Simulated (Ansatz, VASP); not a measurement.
## Two plane-wave programs on Mg

The input INCAR:

```
PREC = Accurate
ENCUT = 600
EDIFF = 1E-6
ISMEAR = 0
SIGMA = 0.1
LREAL = F
LASPH = T
NELM = 100
ALGO = Normal
ISIF = 3
LWAVE = F
LCHARG = F
GGA = PE
IBRION = 2
NSW = 65
EDIFFG = -0.01
```

The input KPOINTS:

```
Automatic mesh
0
Gamma
  18 18 6
```

Contents of POSCAR:

```
Mg
1.0
    3.2091321266      0.0000000000      0.0000000000
   -1.6045660633      2.7791899457      0.0000000000
    0.0000000000      0.0000000000      7.7161714394
Mg
3
Direct
    0.0000000000      0.0000000000      0.0000000000
    0.3333333333      0.6666666667      0.3333333333
    0.6666666667      0.3333333333      0.6666666667
```

Input for Ansatz:

```yaml
crystal:
  lattice:
    - [3.2091321266, 0.0, 0.0]
    - [-1.6045660633, 2.7791899457, 0.0]
    - [0.0, 0.0, 7.7161714394]
  atoms:
    - { symbol: Mg, position: [0.0, 0.0, 0.0] }
    - { symbol: Mg, position: [0.3333333333, 0.6666666667, 0.3333333333] }
    - { symbol: Mg, position: [0.6666666667, 0.3333333333, 0.6666666667] }
basis:
  ecutwfc: 420
kpoints:
  mp_grid: { grid: [18, 18, 6] }
hamiltonian:
  xc: pbe
scf:
  occupations: { method: gaussian, width: 0.1 }
output:
  forces: true
  stress: true
  eigenvalues: true
  populations: true
relax:
  adjacent_minimum: "off"
  f_tol: 0.01
  max_steps: 45
  cell: { stress_tol: 0.05 }
```

Alike in both runs: task relaxation of cell and atoms; functional PBE; k mesh 18 × 18 × 6; occupations gaussian, width 0.1 eV; no spin polarisation.

|  | VASP | Ansatz |
| --- | --- | --- |
| version | VASP 6.6.1 | Ansatz 0.2.0 |
| potentials or method | VASP PAW PBE potentials, release 64 (Mg) | scalar-relativistic, plane waves, PAW |
| plane-wave cutoff (eV) | 600 | 420 |
| valence electrons in the cell | 6 | 30 |

```csv
,VASP,Ansatz,Ansatz less VASP
"gap on the k mesh at the Fermi level, each at its own relaxed structure (eV)",none,none,-
relaxed volume (Å³/atom),23.05,23.13,+0.083
relaxed cell length with the largest relative difference (Å),3.195,3.200,+0.0042
```

A gap of «none» marks a metal or a gap that the smearing closes. The two sets of potentials don't hold the same shells in valence.
